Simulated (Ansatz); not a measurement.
## Sb: all-electron results

```yaml
crystal:
  lattice:
    - [0.00000, 2.30500, 2.30500]
    - [2.30500, 0.00000, 2.30500]
    - [2.30500, 2.30500, 0.00000]
  atoms:
    - { symbol: Sb, position: [0.00000, 0.00000, 0.00000] }
```

The conventional cell has a = 4.610 Å, b = 4.610 Å, c = 4.610 Å, α = 90.00°, β = 90.00°, γ = 90.00°. Sb (atom 1) is surrounded by 12 Sb at 3.26 Å.

The geometry is COD entry 9013009, unchecked; take it as a test cell.

No spin–orbit coupling, which matters for the heavy atoms here.

These are results of DFT, PBE, all-electron LAPW, scalar-relativistic in Ansatz 0.2.0, not measurements.

The runs use a Γ-centred 12×12×12 k mesh, Fermi–Dirac smearing of 0.05 eV, basis error target 1 meV/atom, no spin polarisation.

| Quantity | Value |
| --- | --- |
| Pressure at this cell | 8.71 GPa |
| Volume per atom | 24.49 Å³ |

Task: Give the computed value. Band gap.

Result: none: with an odd electron count and no spin polarisation the bands can't all be full, a metal in this set-up (spin order or a larger cell could open a gap).

Task: Give the computed value. Density of states at the Fermi level (0.2 eV bin).

Result: 0.67 states/eV per cell.
